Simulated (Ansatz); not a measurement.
# ZrO₂: pressure against volume

ZrO₂, Fm-3m, a = 5.116 Å. This isn't the usual stable structure of the compound. Ansatz: PBE, PAW, 420 eV, Γ-centred 8×8×8 mesh on 3 atoms, Gaussian smearing 0.02 eV; no spin polarisation. Symmetry fixes shape and atoms, so the cell is only scaled; pressure is positive in compression.

```tsv
V (Å³/atom)	P (GPa)
10.488	16.67
10.823	7.69
11.157	0.01
11.492	?
11.827	-12.17
```

Task: Take V0 = 11.157 Å³/atom, count pressures from its P0 = 0.01 GPa, fit the third-order Birch–Murnaghan form to the other rows, and predict the missing pressure.

Result: With the Eulerian strain f = ½[(V0/V)^(2/3) − 1] and y = (P − P0)/[3f(1 + 2f)^(5/2)], the form is the line y = B0 + 1.5 B0 (B0′ − 4) f. Rows (f, y): 0.02104, 238.1; 0.01023, 237.9; -0.01907, 234.6. Means f = 0.004067, y = 236.87; Σ(Δf)² = 0.0008614, ΣΔfΔy = 0.07975; the slope is their ratio. y = 236.5 + 92.58 f GPa, so B0 = 236.5 GPa and B0′ = 4 + 2 × (92.58)/(3 × 236.5) = 4.26. At V = 11.492, f = -0.00976, y = 235.60 and P = -6.56 GPa. The run gave -6.56 GPa, the same to the digits shown.